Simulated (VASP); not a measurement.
A run of VASP 6.6.1 is set up as follows.

Contents of INCAR:

```
PREC = Accurate
ENCUT = 520
EDIFF = 1E-7
ISMEAR = -1
SIGMA = 0.05
LREAL = False
LASPH = True
NELM = 60
ALGO = Normal
ISIF = 2
LWAVE = False
LCHARG = False
GGA = PE
NBANDS = 12
```

The input KPOINTS:

```
Automatic mesh
0
Gamma
  13 13 13
```

POSCAR

```
Ga
1.0
   -1.3843987196      1.3843987196      2.3112238365
    1.3843987196     -1.3843987196      2.3112238365
    1.3843987196      1.3843987196     -2.3112238365
Ga
1
Direct
    0.0000000000      0.0000000000      0.0000000000
```

Potentials or basis: VASP PAW PBE potentials, release 64 (Ga_d).

Command:

```sh
$ cat potpaw_PBE.64/Ga_d/POTCAR > POTCAR
$ mpirun -np 1 vasp_std > vasp.out
```

Question: Estimate the band gap on the k mesh.

Answer: None (metal or under the smearing width).

Question: Predict the pressure.

Answer: 3.6 GPa.

Stress tensor (GPa, compression positive):
```
3.76 0.00 0.00
0.00 3.76 0.00
0.00 0.00 3.26
```
